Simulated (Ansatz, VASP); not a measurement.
## One calculation of P, two programs

```xyz
1
Lattice="2.5238 0.0000 0.0000 -1.2619 2.1857 0.0000 0.0000 0.0000 2.3587" Properties=species:S:1:pos:R:3 pbc="T T T"
P     0.0000    0.0000    0.0000
```

Alike in both runs: functional PBE; k mesh 17 × 17 × 16; occupations fermi-dirac, width 0.05 eV; no spin polarisation.

Ansatz relaxed the structure, and its values are those at the end. VASP's run is a single point on that final structure, the one shown.

```csv
,VASP,Ansatz
version,VASP 6.6.1,Ansatz 0.2.0
potentials or method,"VASP PAW PBE potentials, release 64 (P), cutoff 520 eV","all-electron LAPW, scalar-relativistic"
```

```csv
,VASP,Ansatz,Ansatz less VASP
pressure (GPa),14.6,15.0,+0.42
```

Ansatz ran all-electron here, so the differences hold the error of VASP's frozen core and of both bases.
